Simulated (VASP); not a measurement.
# Tm (Im-3m) in VASP: notebook

Runs on Tm. Level: PBE. Tasks: single point.

All numbers are computed with VASP 6.6.1; they aren't measurements. Logs are shortened: lines on timing, memory, paths and dates and some standing lists are left out, and cuts for length are marked.

## Step 1: The crystal as given

It takes space group Im-3m (No. 229, cubic). Conventional cell: a = 3.941 Å, b = 3.941 Å, c = 3.941 Å, α = 90.00°, β = 90.00°, γ = 90.00°. Tm (site symmetry m-3m) is surrounded by 8 Tm at 3.41 Å.

This isn't the form of Tm at room conditions, which is hcp.

## Step 2: Single point, PBE, collinear spin, ferromagnetic start

INCAR reads:

```
ADDGRID  = F            
ALGO     = Normal         # electronic algorithm
EDIFF    = 1E-6           # SCF threshold, eV
ENCUT    = 400            # plane-wave cutoff, eV
GGA      = PE             # functional
ISIF     = 2              # what is computed and relaxed
ISMEAR   = -1             # smearing method
ISPIN    = 2              # spin polarisation
LASPH    = T              # aspherical terms in the spheres
LCHARG   = F              # write CHGCAR
LMAXMIX  = 6              # l up to which the mixer works
LORBIT   = 11             # projections on sites
LREAL    = Auto         
LWAVE    = F              # write WAVECAR
MAGMOM   = 2              # initial moments
NELM     = 100            # most SCF steps
PREC     = Accurate       # precision mode
SIGMA    = 0.1            # smearing width, eV
```

KPOINTS reads:

```
k-points
0
Gamma
  6 6 6
```

POSCAR reads:

```
Tm
1.0
   -1.9705499473      1.9705499473      1.9705499473
    1.9705499473     -1.9705499473      1.9705499473
    1.9705499473      1.9705499473     -1.9705499473
Tm
1
Direct
    0.0000000000      0.0000000000      0.0000000000
```

Potentials or basis: VASP PAW PBE potentials, release 64 (Tm).

On the command line:

```console
$ cat potpaw_PBE.64/Tm/POTCAR > POTCAR
$ mpirun -np 1 vasp_std > vasp.out
```

OUTCAR:

```text
EDIFF = 1E-6
   ENCUT = 400
   GGA = PE
   ISIF = 2
   ISMEAR = -1
   ISPIN = 2
   LASPH = T
   LORBIT = 11
   LREAL = Auto
   NELM = 100
   PREC = Accurate

 Found     16 irreducible k-points:

 Following reciprocal coordinates:
            Coordinates               Weight
  0.000000  0.000000  0.000000      1.000000
  0.166667  0.000000  0.000000     12.000000
  0.333333  0.000000  0.000000     12.000000
  0.500000  0.000000  0.000000      6.000000
  0.166667  0.166667  0.000000     24.000000
  0.333333  0.166667  0.000000     48.000000
   k-points           NKPTS =     16   k-points in BZ     NKDIM =     16   number of bands    NBANDS=     16
   number of dos      NEDOS =    301   number of ions     NIONS =      1
   total plane-waves  NPLWV =  13824
   dimension x,y,z NGX =    24 NGY =   24 NGZ =   24
   dimension x,y,z NGXF=    48 NGYF=   48 NGZF=   48
   ions per type =               1
   NGX,Y,Z   is equivalent  to a cutoff of  11.69, 11.69, 11.69 a.u.
   NGXF,Y,Z  is equivalent  to a cutoff of  23.38, 23.38, 23.38 a.u.
 SYSTEM =  unknown system
   PREC   = accura    normal or accurate (medium, high low for compatibility)
   ISTART =      0    job   : 0-new  1-cont  2-samecut
   ICHARG =      2    charge: 1-file 2-atom 10-const
   ISPIN  =      2    spin polarized calculation?
   LNONCOLLINEAR =      F non collinear calculations
   LSORBIT =      F    spin-orbit coupling
   LASPH  =      T    aspherical Exc in radial PAW
   ENCUT  =  400.0 eV  29.40 Ry    5.42 a.u.   5.57  5.57  5.57*2*pi/ulx,y,z
   NELM   =    100;   NELMIN=  2; NELMDL= -5     # of ELM steps
   EDIFF  = 0.1E-05   stopping-criterion for ELM
   LREAL  =      T    real-space projection
   EDIFFG = 0.1E-04   stopping-criterion for IOM
   NSW    =      0    number of steps for IOM
   IBRION =     -1    ionic relax: 0-MD 1-quasi-New 2-CG
   NFREE  =      0    steps in history (QN), initial steepest desc. (CG)
   ISIF   =      2    stress and relaxation
   ISYM   =      2    0-nonsym 1-usesym 2-fastsym
   POTIM  = 0.5000    time-step for ionic-motion
   TEBEG  =    0.0;   TEEND  =   0.0 temperature during run
   PSTRESS=    0.0 pullay stress
   NELECT =      23.0000    total number of electrons
   NUPDOWN=      -1.0000    fix difference up-down
   EMIN   =  10.00;   EMAX   =-10.00  energy-range for DOS
   EFERMI =   0.00;   METHOD = LEGACY
   ISMEAR =    -1;   SIGMA  =   0.10  broadening in eV -4-tet -1-fermi 0-gaus
   EFERMI_NEDOS =   21; number of points for ismear=-14 and -15
   IALGO  =     38    algorithm
   IMIX   =      4    mixing-type and parameters
     AMIX     =   0.40;   BMIX     =  1.00
     AMIX_MAG =   1.60;   BMIX_MAG =  1.00
  volume/ion in A,a.u.               =      30.61       206.55
  Fermi-wavevector in a.u.,A,eV,Ry     =   1.488367  2.812606 30.140115  2.215236
  Thomas-Fermi vector in A             =   2.601411
   LORBIT       =     11    0 simple, 1 ext, 2 COOP (PROOUT), +10 PAW based schemes
   GGA     = PE    functional components
   LHFCALC =     F    Hartree Fock is set to
   AEXX    =    0.0000 exact exchange contribution
   IVDW    =     0    specifies the selected vdW correction
   LEPSILON=     F    determine dielectric tensor
   LRPA    =     F    only Hartree local field effects (RPA)
 spin polarized calculation
  energy-cutoff  :      400.00
  volume of cell :       30.61
 maximum number of plane-waves:       586
 NGX is ok and might be reduce to    24

 number of electron      22.9999997 magnetization       1.1448535

 Free energy of the ion-electron system (eV)
  ---------------------------------------------------
  ext. energy  EPLUGINS =         0.00000000
  ---------------------------------------------------
  free energy    TOTEN  =        -4.11611976 eV

  energy without entropy =       -3.89475222  energy(sigma->0) =       -4.00543599

 E-fermi :   2.2873     XC(G=0): -10.1979

 val. band max:        2.2834406898   @ k =   0.3333   0.1667   0.1667
 cond. band min:       2.2898050694   @ k =   0.5000   0.0000   0.0000
 fundamental gap:      0.0063643796
 Fermi energy:         2.2873278955

 spin component 1

 k-point     1 :       0.0000    0.0000    0.0000
  band No.  band energies     occupation
      1     -48.1944      1.00000
      2     -21.1291      1.00000
      3     -21.1291      1.00000
      4     -21.1291      1.00000
      5      -3.0349      1.00000
      6       0.7159      1.00000
      7       0.7159      1.00000
      8       0.7159      1.00000
      9       1.2409      0.99997
     10       1.2409      0.99997
     11       1.2409      0.99997
     12       1.2663      0.99996
     13       5.1404      0.00000
     14       5.1404      0.00000
     15       5.1404      0.00000
     16       7.3823      0.00000

 k-point     2 :       0.1667    0.0000    0.0000
  band No.  band energies     occupation
      1     -48.1834      1.00000
      2     -21.2907      1.00000
      3     -21.1798      1.00000
      4     -21.1300      1.00000
      5      -2.2507      1.00000
      6       0.7260      1.00000
      7       0.7263      1.00000
      8       0.7395      1.00000
      9       1.2088      0.99998
     10       1.2146      0.99998
     11       1.2278      0.99997
     12       1.2499      0.99997
     13       4.5780      0.00000
     14       4.6624      0.00000
     15       5.9838      0.00000
     16       6.8812      0.00000

 k-point     3 :       0.3333    0.0000    0.0000
  band No.  band energies     occupation
      1     -48.1613      1.00000
      2     -21.5961      1.00000
      3     -21.2781      1.00000
      4     -21.1315      1.00000
      5      -0.4779      1.00000
      6       0.7473      1.00000
      7       0.7727      1.00000
      8       0.8003      1.00000
      9       1.1427      0.99999
     10       1.1745      0.99999
     11       1.2042      0.99998
     12       1.2516      0.99997
     13       3.5230      0.00000
     14       3.6868      0.00000
     15       7.2381      0.00000
     16       7.7692      0.00000

 k-point     4 :       0.5000    0.0000    0.0000
  band No.  band energies     occupation
      1     -48.1503      1.00000
      2     -21.7413      1.00000
      3     -21.3267      1.00000
      4     -21.1325      1.00000
      5       0.4159      1.00000
      6       0.7580      1.00000
      7       0.8196      1.00000
      8       0.8398      1.00000
      9       1.1187      0.99999
     10       1.1536      0.99999
     11       1.1938      0.99998
     12       1.2531      0.99997
     13       3.3067      0.00004
     14       3.4882      0.00001
     15       7.2114      0.00000
     16       8.2458      0.00000

 k-point     5 :       0.1667    0.1667    0.0000
  band No.  band energies     occupation
      1     -48.1669      1.00000
      2     -21.4981      1.00000
      3     -21.2446      1.00000
      4     -21.1661      1.00000
      5      -0.9043      1.00000
      6       0.7359      1.00000
      7       0.7699      1.00000
      8       0.7734      1.00000
      9       1.1589      0.99999
     10       1.1932      0.99998
     11       1.2135      0.99998
     12       1.2319      0.99997
     13       3.6787      0.00000
     14       3.9518      0.00000
     15       6.6727      0.00000
     16       7.5842      0.00000

 k-point     6 :       0.3333    0.1667    0.0000
  band No.  band energies     occupation
      1     -48.1503      1.00000
      2     -21.6652      1.00000
      3     -21.3630      1.00000
      4     -21.1796      1.00000
      5       0.6885      1.00000
      6       0.7772      1.00000
      7       0.8117      1.00000
      8       0.8348      1.00000
      9       1.1495      0.99999
     10       1.1612      0.99999
     11       1.2053      0.99998
     12       1.2500      0.99997
     13       3.0227      0.00064
     14       3.3979      0.00002
     15       7.0774      0.00000
     16       8.1213      0.00000

 [... further k-points ...]

 spin component 2

 k-point     1 :       0.0000    0.0000    0.0000
  band No.  band energies     occupation
      1     -47.6602      1.00000
      2     -20.7629      1.00000
      3     -20.7629      1.00000
      4     -20.7629      1.00000
      5      -3.1397      1.00000
      6       1.8355      0.98921
      7       1.9698      0.95990
      8       1.9698      0.95989
      9       1.9698      0.95989
     10       2.1238      0.83684
     11       2.1239      0.83679
     12       2.1239      0.83679
     13       5.1970      0.00000
     14       5.1970      0.00000
     15       5.1970      0.00000
     16       7.3878      0.00000

 k-point     2 :       0.1667    0.0000    0.0000
  band No.  band energies     occupation
      1     -47.6487      1.00000
      2     -20.9329      1.00000
      3     -20.8157      1.00000
      4     -20.7640      1.00000
      5      -2.3481      1.00000
      6       1.7858      0.99341
      7       1.9386      0.97033
      8       1.9498      0.96691
      9       1.9632      0.96236
     10       2.1141      0.84970
     11       2.1390      0.81499
     12       2.1467      0.80313
     13       4.6306      0.00000
     14       4.7128      0.00000
     15       6.0573      0.00000
     16       6.9004      0.00000

 k-point     3 :       0.3333    0.0000    0.0000
  band No.  band energies     occupation
      1     -47.6254      1.00000
      2     -21.2533      1.00000
      3     -20.9180      1.00000
      4     -20.7659      1.00000
      5      -0.5618      1.00000
      6       1.7166      0.99669
      7       1.8859      0.98226
      8       1.9004      0.97955
      9       1.9627      0.96254
     10       2.1259      0.83407
     11       2.1878      0.73008
     12       2.2207      0.66061
     13       3.5713      0.00000
     14       3.7217      0.00000
     15       7.2852      0.00000
     16       7.8055      0.00000

 k-point     4 :       0.5000    0.0000    0.0000
  band No.  band energies     occupation
      1     -47.6138      1.00000
      2     -21.4051      1.00000
      3     -20.9685      1.00000
      4     -20.7672      1.00000
      5       0.3413      1.00000
      6       1.6923      0.99740
      7       1.8490      0.98766
      8       1.8751      0.98405
      9       1.9640      0.96208
     10       2.2168      0.66938
     11       2.2237      0.65400
     12       2.2898      0.49381
     13       3.3110      0.00004
     14       3.4708      0.00001
     15       7.2521      0.00000
     16       8.3112      0.00000

 k-point     5 :       0.1667    0.1667    0.0000
  band No.  band energies     occupation
      1     -47.6312      1.00000
      2     -21.1504      1.00000
      3     -20.8837      1.00000
      4     -20.8018      1.00000
      5      -0.9909      1.00000
      6       1.7338      0.99607
      7       1.9024      0.97915
      8       1.9281      0.97319
      9       1.9342      0.97156
     10       2.1022      0.86431
     11       2.1843      0.73706
     12       2.1902      0.72536
     13       3.7376      0.00000
     14       3.9976      0.00000
     15       6.7085      0.00000
     16       7.6724      0.00000

 k-point     6 :       0.3333    0.1667    0.0000
  band No.  band energies     occupation
      1     -47.6138      1.00000
      2     -21.3253      1.00000
      3     -21.0074      1.00000
      4     -20.8162      1.00000
      5       0.6671      1.00000
      6       1.6987      0.99723
      7       1.8599      0.98627
      8       1.8805      0.98317
      9       1.9404      0.96980
     10       2.1645      0.77359
     11       2.2346      0.62894
     12       2.2727      0.53657
     13       3.0609      0.00044
     14       3.4148      0.00001
     15       7.1191      0.00000
     16       8.1836      0.00000

 [... further k-points ...]

------------------------ aborting loop because EDIFF is reached ----------------------------------------

  FORCE on cell =-STRESS in cart. coord.  units (eV):
  Direction    XX          YY          ZZ          XY          YZ          ZX
  --------------------------------------------------------------------------------------
  -------------------------------------------------------------------------------------
  Total        0.4572221      0.4572221      0.4572221      0.0000000     -0.0000000      0.0000000
  in kB       23.9340078     23.9340078     23.9340078      0.0000000     -0.0000000      0.0000000
  external PRESSURE =      23.9340078 kB  Pullay stress =       0.0000000 kB

 VOLUME and BASIS-vectors are now :
 -----------------------------------------------------------------------------
  energy-cutoff  :      400.00
  volume of cell :       30.61
      direct lattice vectors                 reciprocal lattice vectors
    -1.970549947  1.970549947  1.970549947     0.000000000  0.253736273  0.253736273
     1.970549947 -1.970549947  1.970549947     0.253736273  0.000000000  0.253736273
     1.970549947  1.970549947 -1.970549947     0.253736273  0.253736273  0.000000000

 POSITION                                       TOTAL-FORCE (eV/Angst)
 -----------------------------------------------------------------------------------
      0.00000      0.00000      0.00000         0.000000     -0.000000     -0.000000
 -----------------------------------------------------------------------------------
    total drift:                                0.000000      0.000000     -0.000000

  FREE ENERGIE OF THE ION-ELECTRON SYSTEM (eV)
  ---------------------------------------------------
  free  energy   TOTEN  =        -4.1161197639 eV

  energy  without entropy=       -3.8947522179  energy(sigma->0) =       -4.00543599

 total charge

# of ion       s       p       d       f       tot
--------------------------------------------------
    1        2.217   5.940   0.398  12.510  21.065

 magnetization (x)

# of ion       s       p       d       f       tot
--------------------------------------------------
    1        0.004  -0.030  -0.031   1.278   1.221
```

Run time: 76 s. Hardware: 1 thread of Intel Xeon Platinum 8259CL at 2.50GHz (Skylake/Cascade Lake), shared host; peak memory 0.16 GiB.

These settings aren't checked as converged: the numbers below hold their error.

Results:

```
Free energy                                           : -4.1161 eV
Pressure                                              : 2.4 GPa
Band gap on the k mesh                                : none (metal or under the smearing width)
Net moment                                            : 1.14 μB per cell
Site moments                                          : Tm +1.22 μB
Valence electrons inside the program's atomic spheres : Tm 21.07
```

Caveat: the k mesh is coarse (spacing up to 0.38 Å⁻¹), so the values aren't converged; the cutoff is under 1.25 times the usual one of these potentials, so pressure, stress and relaxed cells hold a basis-set (Pulay) error; the magnetic or orbital state may not be the lowest; spin-orbit coupling is left out, which moves the levels of the heavy elements.

## Step 3: Single point, PBE, collinear spin, ferromagnetic start

This run uses another cell than the first one, of the same volume but with other edges.

INCAR is that of step 2.

KPOINTS is that of step 2.

POSCAR reads:

```
Tm
1.0
   -1.8621100000      1.9916120000      1.9516370000
    1.9655340000     -2.0016460000      2.0650950000
    1.8577320000      1.9972680000     -1.9616710000
Tm
1
Direct
   -0.0415270000     -0.0161680000     -0.0347540000
```

Potentials or basis: VASP PAW PBE potentials, release 64 (Tm).

On the command line:

```console
$ cat potpaw_PBE.64/Tm/POTCAR > POTCAR
$ mpirun -np 1 vasp_std > vasp.out
```

It took 8.8 min on 1 thread of Intel Xeon Platinum 8259CL at 2.50GHz (Skylake/Cascade Lake), shared host; peak memory 0.19 GiB.

These settings aren't checked as converged: the numbers below hold their error.

What came out:

- Free energy: -4.1044 eV
- Pressure: 1.6 GPa
- Band gap on the k mesh: none (metal or under the smearing width)
- Net moment: 1.15 μB per cell
- Site moments: Tm +1.22 μB
- Valence electrons inside the program's atomic spheres: Tm 21.07

Caveat: the k mesh is coarse (spacing up to 0.38 Å⁻¹), so the values aren't converged; the cutoff is under 1.25 times the usual one of these potentials, so pressure, stress and relaxed cells hold a basis-set (Pulay) error; the magnetic or orbital state may not be the lowest; spin-orbit coupling is left out, which moves the levels of the heavy elements.

## Step 4: Single point, PBE, collinear spin, ferromagnetic start

INCAR, as its differences from that of step 3:

```diff
@@ -2,3 +2,3 @@
 ALGO     = Normal         # electronic algorithm
-EDIFF    = 1E-6           # SCF threshold, eV
+EDIFF    = 0.01           # SCF threshold, eV
 ENCUT    = 400            # plane-wave cutoff, eV
@@ -12,3 +12,3 @@
 LORBIT   = 11             # projections on sites
-LREAL    = Auto         
+LREAL    = F              # projectors in reciprocal space
 LWAVE    = F              # write WAVECAR
```

KPOINTS is that of step 3.

POSCAR reads:

```
Tm
1.0
   -1.9705499473      1.9705499473      1.9705499473
    1.9705499473     -1.9705499473      1.9705499473
    1.9705499473      1.9705499473     -1.9705499473
Tm
1
Direct
    0.0000000000      0.0000000000      0.0000000000
```

On the command line:

```console
$ cat potpaw_PBE.64/Tm/POTCAR > POTCAR
$ mpirun -np 1 vasp_std > vasp.out
```

It took 14 s on 1 thread of Intel Xeon Platinum 8259CL at 2.50GHz (Skylake/Cascade Lake), shared host; peak memory 0.16 GiB.

These settings aren't checked as converged: the numbers below hold their error.

What came out:

```yaml
Free_energy: -4.1035 eV
Pressure: 48.4 GPa
Band_gap_on_the_k_mesh: none (metal or under the smearing width)
Net_moment: 1.10 μB per cell
Site_moments: Tm +1.24 μB
Valence_electrons_inside_the_program's_atomic_spheres: Tm 21.04
```

Caveat: the k mesh is coarse (spacing up to 0.38 Å⁻¹), so the values aren't converged; the cutoff is under 1.25 times the usual one of these potentials, so pressure, stress and relaxed cells hold a basis-set (Pulay) error; the magnetic or orbital state may not be the lowest; a pressure of tens of GPa on the cell as given is suspect, and the run, the potentials or the cell itself is likely at fault; spin-orbit coupling is left out, which moves the levels of the heavy elements.
